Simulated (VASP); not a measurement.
# CaSe (Fm-3m) in VASP: further runs

Runs on CaSe. Level: PBEsol. Tasks: relaxation of cell and atoms.

Everything below comes from runs of VASP 6.6.1. Logs are shortened: lines on timing, memory, paths and dates and some standing lists are left out, and cuts for length are marked.

## (1) The crystal as given

Symmetry: Fm-3m, No. 225, cubic system. The conventional cell has a = 5.877 Å, b = 5.877 Å, c = 5.877 Å, α = 90.00°, β = 90.00°, γ = 90.00°. Ca (site symmetry m-3m) has 6 Se at 2.94 Å as nearest neighbours. Around Se (site symmetry m-3m) lie 6 Ca at 2.94 Å.

## (2) Relaxation of cell and atoms, PBEsol

Input file INCAR:

```
  ALGO = Normal
  EDIFF = 1E-7
  EDIFFG = -0.005
  ENCUT = 600
  GGA = PS
  IBRION = 2
  ISIF = 3
  ISMEAR = 0
  LASPH = T
  LCHARG = F
  LREAL = F
  LWAVE = F
  NELM = 80
  NSW = 90
  PREC = Accurate
  SIGMA = 0.03
```

Input file KPOINTS:

```
k-points
0
Gamma
  8 8 8
```

Input file POSCAR:

```
CaSe                                    
1.0
   -0.0000000000      2.9384610336      2.9384610336
    2.9384610336      0.0000000000      2.9384610336
    2.9384610336      2.9384610336      0.0000000000
  Ca              Se            
     1     1
Direct
     0.0000000000000000    0.0000000000000000    0.0000000000000000
     0.5000000000000000    0.5000000000000000    0.5000000000000000
```

Potentials or basis: VASP PAW PBE potentials, release 64 (Ca_sv, Se).

Launch:

```sh
$ cat potpaw_PBE.64/Ca_sv/POTCAR potpaw_PBE.64/Se/POTCAR > POTCAR
$ mpirun -np 1 vasp_std > vasp.out
```

OUTCAR:

```text
EDIFF = 1E-7
   EDIFFG = -0.005
   ENCUT = 600
   GGA = PS
   IBRION = 2
   ISIF = 3
   ISMEAR = 0
   LASPH = T
   LREAL = F
   NELM = 80
   NSW = 90
   PREC = Accurate

 ion  position               nearest neighbor table
   1  0.000  0.000  0.000-   2 2.94   2 2.94   2 2.94   2 2.94   2 2.94   2 2.94
   2  0.500  0.500  0.500-   1 2.94   1 2.94   1 2.94   1 2.94   1 2.94   1 2.94

  LATTYP: Found a face centered cubic cell.
 ALAT       =     5.8769220672

  Lattice vectors:

 A1 = (   0.0000000000,   2.9384610336,   2.9384610336)
 A2 = (   2.9384610336,   0.0000000000,   2.9384610336)
 A3 = (   2.9384610336,   2.9384610336,   0.0000000000)

Analysis of symmetry for initial positions (statically):
=====================================================================
 Subroutine PRICEL returns:
 Original cell was already a primitive cell.

 Routine SETGRP: Setting up the symmetry group for a
 face centered cubic supercell.

 Subroutine GETGRP returns: Found 48 space group operations
 (whereof 48 operations were pure point group operations)
 out of a pool of 48 trial point group operations.

The static configuration has the point symmetry O_h .

Analysis of symmetry for dynamics (positions and initial velocities):
=====================================================================
 Subroutine PRICEL returns:
 Original cell was already a primitive cell.

 Routine SETGRP: Setting up the symmetry group for a
 face centered cubic supercell.

 Subroutine GETGRP returns: Found 48 space group operations
 (whereof 48 operations were pure point group operations)
 out of a pool of 48 trial point group operations.

The dynamic configuration has the point symmetry O_h .

 Subroutine INISYM returns: Found 48 space group operations
 (whereof 48 operations are pure point group operations),
 and found     1 'primitive' translations

----------------------------------------------------------------------------------------

                                     Primitive cell

  volume of cell :      50.7446

  direct lattice vectors                    reciprocal lattice vectors
     0.000000000  2.938461034  2.938461034    -0.170157097  0.170157097  0.170157097
     2.938461034  0.000000000  2.938461034     0.170157097 -0.170157097  0.170157097
     2.938461034  2.938461034  0.000000000     0.170157097  0.170157097 -0.170157097

  length of vectors
     4.155611446  4.155611446  4.155611446     0.294720738  0.294720738  0.294720738

  position of ions in fractional coordinates (direct lattice)
     0.000000000  0.000000000  0.000000000
     0.500000000  0.500000000  0.500000000

  ion indices of the primitive-cell ions
   primitive index   ion index
                 1           1
                 2           2

----------------------------------------------------------------------------------------

 KPOINTS: k-points

Automatic generation of k-mesh.
 Grid dimensions read from file:
 generate k-points for:    8    8    8

 Generating k-lattice:

  Cartesian coordinates                     Fractional coordinates (reciprocal lattice)
    -0.021269637  0.021269637  0.021269637     0.125000000  0.000000000  0.000000000
     0.021269637 -0.021269637  0.021269637     0.000000000  0.125000000  0.000000000
     0.021269637  0.021269637 -0.021269637     0.000000000  0.000000000  0.125000000

  Length of vectors
     0.036840092  0.036840092  0.036840092

  Shift w.r.t. Gamma in fractional coordinates (k-lattice)
     0.000000000  0.000000000  0.000000000

 Subroutine IBZKPT returns following result:
 ===========================================

 Found     29 irreducible k-points:

 Following reciprocal coordinates:
            Coordinates               Weight
  0.000000  0.000000  0.000000      1.000000
  0.125000  0.000000  0.000000      8.000000
  0.250000  0.000000  0.000000      8.000000
  0.375000  0.000000  0.000000      8.000000
  0.500000  0.000000  0.000000      4.000000
  0.125000  0.125000  0.000000      6.000000
[... 16 lines left out ...]
  0.500000  0.250000  0.125000     48.000000
 -0.375000  0.250000  0.125000     24.000000
 [... further k-points ...]
   k-points           NKPTS =     29   k-points in BZ     NKDIM =     29   number of bands    NBANDS=     12
   number of dos      NEDOS =    301   number of ions     NIONS =      2
   total plane-waves  NPLWV =  46656
   dimension x,y,z NGX =    36 NGY =   36 NGZ =   36
   dimension x,y,z NGXF=    72 NGYF=   72 NGZF=   72
   ions per type =               1   1
   NGX,Y,Z   is equivalent  to a cutoff of  14.40, 14.40, 14.40 a.u.
   NGXF,Y,Z  is equivalent  to a cutoff of  28.80, 28.80, 28.80 a.u.
 SYSTEM =  unknown system
   PREC   = accura    normal or accurate (medium, high low for compatibility)
   ISTART =      0    job   : 0-new  1-cont  2-samecut
   ICHARG =      2    charge: 1-file 2-atom 10-const
   ISPIN  =      1    spin polarized calculation?
   LNONCOLLINEAR =      F non collinear calculations
   LSORBIT =      F    spin-orbit coupling
   LASPH  =      T    aspherical Exc in radial PAW
   ENCUT  =  600.0 eV  44.10 Ry    6.64 a.u.   8.30  8.30  8.30*2*pi/ulx,y,z
   NELM   =     80;   NELMIN=  2; NELMDL= -5     # of ELM steps
   EDIFF  = 0.1E-06   stopping-criterion for ELM
   LREAL  =      F    real-space projection
   EDIFFG = -.5E-02   stopping-criterion for IOM
   NSW    =     90    number of steps for IOM
   IBRION =      2    ionic relax: 0-MD 1-quasi-New 2-CG
   NFREE  =      1    steps in history (QN), initial steepest desc. (CG)
   ISIF   =      3    stress and relaxation
   ISYM   =      2    0-nonsym 1-usesym 2-fastsym
   POTIM  = 0.5000    time-step for ionic-motion
   TEBEG  =    0.0;   TEEND  =   0.0 temperature during run
   PSTRESS=    0.0 pullay stress
   NELECT =      16.0000    total number of electrons
   NUPDOWN=      -1.0000    fix difference up-down
   EMIN   =  10.00;   EMAX   =-10.00  energy-range for DOS
   EFERMI =   0.00;   METHOD = LEGACY
   ISMEAR =     0;   SIGMA  =   0.03  broadening in eV -4-tet -1-fermi 0-gaus
   EFERMI_NEDOS =   21; number of points for ismear=-14 and -15
   IALGO  =     38    algorithm
   IMIX   =      4    mixing-type and parameters
     AMIX     =   0.40;   BMIX     =  1.00
     AMIX_MAG =   1.60;   BMIX_MAG =  1.00
  volume/ion in A,a.u.               =      25.37       171.22
  Fermi-wavevector in a.u.,A,eV,Ry     =   1.114256  2.105638 16.892530  1.241566
  Thomas-Fermi vector in A             =   2.250849
   LORBIT       =      0    0 simple, 1 ext, 2 COOP (PROOUT), +10 PAW based schemes
   GGA     = PS    functional components
   LHFCALC =     F    Hartree Fock is set to
   AEXX    =    0.0000 exact exchange contribution
   IVDW    =     0    specifies the selected vdW correction
   LEPSILON=     F    determine dielectric tensor
   LRPA    =     F    only Hartree local field effects (RPA)
 conjugate gradient relaxation of ions
 non-spin polarized calculation
 Gauss-broadening in eV      SIGMA  =   0.03
  energy-cutoff  :      600.00
  volume of cell :       50.74
 maximum number of plane-waves:      1719
 NGX is ok and might be reduce to    36
   NGX = 17   NGY = 17   NGZ = 17

 number of electron      16.0000000 magnetization

 Free energy of the ion-electron system (eV)
  ---------------------------------------------------
  ext. energy  EPLUGINS =         0.00000000
  ---------------------------------------------------
  free energy    TOTEN  =       -10.07462950 eV

  energy without entropy =      -10.07462950  energy(sigma->0) =      -10.07462950

 E-fermi :   2.6946     XC(G=0):  -9.4103

 val. band max:        2.4788848182   @ k =   0.0000   0.0000   0.0000
 cond. band min:       4.3562278897   @ k =   0.5000   0.5000   0.0000
 fundamental gap:      1.8773430715
 Fermi energy:         2.6946305630

 k-point     1 :       0.0000    0.0000    0.0000
  band No.  band energies     occupation
      1     -37.0032      2.00000
      2     -18.0820      2.00000
      3     -18.0820      2.00000
      4     -18.0820      2.00000
      5      -9.4151      2.00000
      6       2.4789      2.00000
      7       2.4789      2.00000
      8       2.4789      2.00000
      9       5.7662      0.00000
     10       6.1177      0.00000
     11       6.1177      0.00000
     12       6.1177      0.00000

 k-point     2 :       0.1250    0.0000    0.0000
  band No.  band energies     occupation
      1     -37.0021      2.00000
      2     -18.1018      2.00000
      3     -18.0833      2.00000
      4     -18.0833      2.00000
      5      -9.3159      2.00000
      6       1.6739      2.00000
      7       2.2241      2.00000
      8       2.2241      2.00000
      9       6.0181      0.00000
     10       6.3394      0.00000
     11       6.3394      0.00000
     12       6.7762      0.00000

 k-point     3 :       0.2500    0.0000    0.0000
  band No.  band energies     occupation
      1     -36.9993      2.00000
      2     -18.1486      2.00000
      3     -18.0864      2.00000
      4     -18.0864      2.00000
      5      -9.0639      2.00000
      6       0.3917      2.00000
      7       1.7401      2.00000
      8       1.7401      2.00000
      9       6.1207      0.00000
     10       6.8791      0.00000
     11       6.8791      0.00000
     12       8.2056      0.00000
[... 286 lines left out ...]
 k-point    23 :       0.5000    0.2500    0.1250
  band No.  band energies     occupation
      1     -36.9950      2.00000
      2     -18.1783      2.00000
      3     -18.1172      2.00000
      4     -18.0974      2.00000
      5      -8.7626      2.00000
      6      -0.3172      2.00000
      7       0.9778      2.00000
      8       1.2794      2.00000
      9       6.2993      0.00000
     10       7.6984      0.00000
     11       8.0029      0.00000
     12       8.1813      0.00000

 k-point    24 :      -0.3750    0.2500    0.1250
  band No.  band energies     occupation
      1     -36.9941      2.00000
      2     -18.1883      2.00000
      3     -18.1192      2.00000
      4     -18.1011      2.00000
      5      -8.6875      2.00000
      6      -0.4636      2.00000
      7       0.7785      2.00000
      8       1.1862      2.00000
      9       6.9069      0.00000
     10       7.2085      0.00000
     11       8.2399      0.00000
     12       8.5242      0.00000

 [... further k-points ...]

------------------------ aborting loop because EDIFF is reached ----------------------------------------

  FORCE on cell =-STRESS in cart. coord.  units (eV):
  Direction    XX          YY          ZZ          XY          YZ          ZX
  --------------------------------------------------------------------------------------
  -------------------------------------------------------------------------------------
  Total       -0.0005925     -0.0005925     -0.0005925      0.0000000     -0.0000000      0.0000000
  in kB       -0.0187081     -0.0187081     -0.0187081      0.0000000     -0.0000000      0.0000000
  external PRESSURE =      -0.0187081 kB  Pullay stress =       0.0000000 kB

 VOLUME and BASIS-vectors are now :
 -----------------------------------------------------------------------------
  energy-cutoff  :      600.00
  volume of cell :       50.74
      direct lattice vectors                 reciprocal lattice vectors
     0.000000000  2.938461034  2.938461034    -0.170157097  0.170157097  0.170157097
     2.938461034  0.000000000  2.938461034     0.170157097 -0.170157097  0.170157097
     2.938461034  2.938461034  0.000000000     0.170157097  0.170157097 -0.170157097

 POSITION                                       TOTAL-FORCE (eV/Angst)
 -----------------------------------------------------------------------------------
      0.00000      0.00000      0.00000         0.000000     -0.000000     -0.000000
      2.93846      2.93846      2.93846        -0.000000      0.000000      0.000000
 -----------------------------------------------------------------------------------
    total drift:                                0.000000      0.000000      0.000000

  FREE ENERGIE OF THE ION-ELECTRON SYSTEM (eV)
  ---------------------------------------------------
  free  energy   TOTEN  =       -10.0746295005 eV

  energy  without entropy=      -10.0746295005  energy(sigma->0) =      -10.07462950

 reached required accuracy - stopping structural energy minimisation
```

Wall time 18 s (1 thread of AMD EPYC 9R14 (Zen 4), shared host); peak memory 0.17 GiB.

Results:

```yaml
Free_energy: -10.0746 eV
Pressure_after_relaxing: 0.0 GPa
Band_gap_on_the_k_mesh: 1.88 eV, indirect (least direct gap 2.84 eV)
```

Final structure:
```yaml
crystal:
  lattice:
    - [0.00000, 2.93846, 2.93846]
    - [2.93846, 0.00000, 2.93846]
    - [2.93846, 2.93846, 0.00000]
  atoms:
    - { symbol: Ca, position: [0.00000, 0.00000, 0.00000] }
    - { symbol: Se, position: [0.50000, 0.50000, 0.50000] }
```

Caveat: the relaxation stopped at its first step, so nothing moved; the PAW data sets were made with another functional, which shifts forces and pressure a little. A k mesh can miss the band edges.

## (3) Relaxation of cell and atoms, PBEsol

This run uses another cell than the first one, of 25.83 Å³/atom, 1.018 times its volume.

Input file INCAR:

```
PREC = Accurate
ENCUT = 600
EDIFF = 1E-6
ISMEAR = 0
SIGMA = 0.03
LREAL = False
LASPH = True
NELM = 80
ALGO = Normal
ISIF = 3
LWAVE = False
LCHARG = False
GGA = PS
IBRION = 2
NSW = 90
EDIFFG = -0.01
```

Input file KPOINTS:

```
Automatic mesh
0
Gamma
  8 8 8
```

Input file POSCAR:

```
CaSe
1.0
    0.0000000000      2.9560000000      2.9560000000
    2.9560000000      0.0000000000      2.9560000000
    2.9560000000      2.9560000000      0.0000000000
Ca Se
1 1
Direct
    0.0000000000      0.0000000000      0.0000000000
    0.5000000000      0.5000000000      0.5000000000
```

Potentials or basis: VASP PAW PBE potentials, release 64 (Ca_sv, Se).

Launch:

```sh
$ cat potpaw_PBE.64/Ca_sv/POTCAR potpaw_PBE.64/Se/POTCAR > POTCAR
$ mpirun -np 1 vasp_std > vasp.out
```

Wall time 27 s (1 thread of Intel Xeon 6975P-C (Granite Rapids), shared host); peak memory 0.21 GiB.

It converged, with:

- Free energy: -10.0747 eV
- Relaxed volume: 25.37 Å³/atom
- Relaxed cell: a = 4.156 Å, b = 4.156 Å, c = 4.156 Å, α = 60.00°, β = 60.00°, γ = 60.00°
- Space group after relaxing (to 0.05 Å): Fm-3m (No. 225)
- Energy gained by relaxing: 1.3 meV/atom
- Ionic steps: 3
- Pressure after relaxing: 0.0 GPa
- Band gap on the k mesh: 1.88 eV, indirect (least direct gap 2.84 eV)

Step by step:
```csv
step,energy change (eV),largest force (eV/Å),pressure (GPa),volume (Å³)
1,0.0000,0.0000,-0.90,51.66
2,-0.0025,0.0000,0.16,50.59
3,-0.0026,0.0000,0.01,50.74
```

Final structure:
```yaml
crystal:
  lattice:
    - [0.00000, 2.93846, 2.93846]
    - [2.93846, 0.00000, 2.93846]
    - [2.93846, 2.93846, 0.00000]
  atoms:
    - { symbol: Ca, position: [0.00000, 0.00000, 0.00000] }
    - { symbol: Se, position: [0.50000, 0.50000, 0.50000] }
```

Levels at points of the mesh, in eV from the valence-band top:
```tsv
k point	band 6	band 7	band 8	band 9	band 10	band 11
(0.00, 0.00, 0.00)	0.00	0.00	0.00	3.29	3.64	3.64
(0.50, 0.00, 0.00)	-3.41	-1.26	-1.26	4.41	5.50	5.53
(0.50, 0.50, 0.00)	-2.61	-0.97	-0.97	1.88	5.02	5.07
```

Caveat: the PAW data sets were made with another functional, which shifts forces and pressure a little.
